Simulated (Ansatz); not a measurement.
# Os: pressure up to the limit of the methods

The task here is to estimate one member of a computed series from the others.

Program: Ansatz 0.2.0. Level of theory: DFT PBE, with the methods named in each step. These are calculated values, not measurements.

1 further run of the same task is left out (it didn't finish).

## The starting structure

It takes space group P6/mmm (No. 191, hexagonal). The conventional cell has a = 4.323 Å, b = 4.323 Å, c = 2.722 Å, α = 90.00°, β = 90.00°, γ = 120.00°. Os (site symmetry 6/mmm) has 14 Os at 2.72 to 2.84 Å as nearest neighbours. Os (site symmetry -6m2) has 11 Os at 2.50 to 2.84 Å as nearest neighbours.

Coordinates:

```
CELL_PARAMETERS angstrom
4.32272 0.00000 0.00000
-2.16136 3.74359 0.00000
0.00000 0.00000 2.72200
ATOMIC_POSITIONS crystal
Os 0.00000 0.00000 0.00000
Os 0.33333 0.66667 0.50000
Os 0.66667 0.33333 0.50000
```

Whether this phase is the stable one at these pressures isn't tested.

Atoms are numbered in the order of the input: Os1, Os2, Os3.

The first run:

Contents of input.yaml:

```yaml
crystal:
  lattice:
    - [4.3227249641, 0.0, 0.0]
    - [-2.1613624821, 3.7435896325, 0.0]
    - [0.0, 0.0, 2.722001048]
  atoms:
    - { symbol: Os, position: [0.0, 0.0, 0.0] }
    - { symbol: Os, position: [0.3333333333, 0.6666666667, 0.5] }
    - { symbol: Os, position: [0.6666666667, 0.3333333333, 0.5] }
kpoints:
  mp_grid: { grid: [9, 9, 13] }
  band_path:
    path:
      - [0.0, 0.0, 0.0]
      - [0.5, 0.0, 0.0]
      - [0.3333333333, 0.3333333333, 0.0]
      - [0.0, 0.0, 0.0]
      - [0.0, 0.0, 0.5]
      - [0.5, 0.0, 0.5]
      - [0.3333333333, 0.3333333333, 0.5]
      - [0.0, 0.0, 0.5]
      - [0.5, 0.0, 0.5]
    npoints: 14
scf:
  occupations: { method: fermi_dirac, width: 0.1 }
hamiltonian:
  xc: pbe
  pseudopotentials: { kind: all_electron, lapw: { basis_error: 0.001 } }
output:
  forces: true
  stress: true
  eigenvalues: true
  populations: true
  dos: { projected: true, de: 0.2, e_range: [-14, 8] }
```

Started as:

```console
$ ansatz run input.yaml --threads 1 --pin off --max-ram 3072MiB --backend cpu --events-out ev --progress --plain --runs-dir out
```

Among the steps run: The reference volume, LAPW; Volume scaled by 1, crystal datasets; Volume scaled by 1, norm-conserving; Volume scaled by 0.9, LAPW; Volume scaled by 0.8, LAPW; Volume scaled by 0.6, LAPW; Volume scaled by 0.6, norm-conserving; Volume scaled by 0.4, LAPW; Volume scaled by 0.4, crystal datasets; Volume scaled by 0.4, norm-conserving.

One of the session's tables, all rows but one given; the rest of the session is left out.

```
             method  volume over the first  volume (Å³/atom)  pressure (GPa)
               LAPW                      1            14.683           -0.01
               LAPW                    0.9            13.215           49.69
               LAPW                    0.8            11.746          138.35
               LAPW                    0.6             8.810          597.21
               LAPW                    0.4             5.873         2508.18
                PAW                      1            14.683           -0.01
                PAW                    0.9                 ?               ?
                PAW                    0.8            11.746          138.76
                PAW                    0.6             8.810          599.60
                PAW                    0.4             5.873         2518.34
PAW (cutoff 600 eV)                    0.4             5.873         2517.69
   crystal datasets                      1            14.683           -0.01
   crystal datasets                    0.4             5.873         2508.18
    norm-conserving                      1            14.683            0.11
    norm-conserving                    0.6             8.810          599.76
    norm-conserving                    0.4             5.873         2514.36
```

Q: Estimate the row for PAW, 0.9 from the others.

As computed: volume (Å³/atom): 13.215; pressure (GPa): 49.80.

To keep in mind: A fit over so wide a range leans to the high pressures, so B₀ can be off by several per cent. Spin-orbit coupling is left out, though the cell holds Os; in elements this heavy it can shift bands and gaps by tenths of an eV. Warnings in the runs' records: crystal datasets made.
